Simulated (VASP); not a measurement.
ZnSe: relaxation of cell and atoms with LDA

The system is ZnSe.

```
CELL_PARAMETERS angstrom
0.00000 2.82500 2.82500
2.82500 0.00000 2.82500
2.82500 2.82500 0.00000
ATOMIC_POSITIONS crystal
Zn 0.00000 0.00000 0.00000
Se 0.25000 0.25000 0.25000
```

The cell was built by a generator and needn't be a form met in nature.

* Program: VASP 6.6.1
* Task: relaxation of cell and atoms
* Functional: LDA
* Potentials or basis: VASP PAW LDA potentials, release 64 (Zn, Se)
* Cutoff: 600 eV
* k mesh: 8 × 8 × 8
* Occupations: gaussian, width 0.02 eV
* Spin: no spin polarisation
* Further INCAR settings: ALGO = Normal; EDIFF = 1e-06; IBRION = 2; EDIFFG = -0.005; NSW = 40; ISIF = 3

```
Relaxed volume                         : 21.67 Å³/atom
Relaxed cell                           : a = 3.943 Å, b = 3.943 Å, c = 3.943 Å, α = 60.00°, β = 60.00°, γ = 60.00°
Space group after relaxing (to 0.05 Å) : F-43m (No. 216)
Energy gained by relaxing              : 7.3 meV/atom
Ionic steps                            : 6
Pressure after relaxing                : 0.0 GPa
Band gap on the k mesh                 : 1.27 eV, direct
```

The path:
```csv
step,energy change (eV),largest force (eV/Å),pressure (GPa),volume (Å³)
1,0.0000,0.0000,-2.59,45.09
2,-0.0127,0.0000,1.00,42.76
3,-0.0145,0.0000,-0.14,43.35
4,-0.0145,0.0000,0.09,43.27
5,-0.0145,0.0000,0.04,43.31
6,-0.0145,0.0000,-0.01,43.34
```

Final structure:
```yaml
crystal:
  lattice:
    - [0.00000, 2.78804, 2.78804]
    - [2.78804, 0.00000, 2.78804]
    - [2.78804, 2.78804, 0.00000]
  atoms:
    - { symbol: Zn, position: [0.00000, 0.00000, 0.00000] }
    - { symbol: Se, position: [0.25000, 0.25000, 0.25000] }
```

Levels at points of the mesh, in eV from the valence-band top:
| k point | band 7 | band 8 | band 9 | band 10 | band 11 | band 12 |
| --- | --- | --- | --- | --- | --- | --- |
| (0.00, 0.00, 0.00) | 0.00 | 0.00 | 0.00 | 1.27 | 5.69 | 5.69 |
| (0.50, 0.00, 0.00) | -5.61 | -0.95 | -0.95 | 2.46 | 6.27 | 6.27 |
| (0.50, 0.50, 0.00) | -5.05 | -2.38 | -2.38 | 2.70 | 3.32 | 10.89 |

Run time: 40 s on 1 thread of Intel(R) Xeon(R) Platinum 8259CL CPU @ 2.50GHz (Skylake/Cascade Lake), with other jobs on the host, peak memory 0.17 GiB.
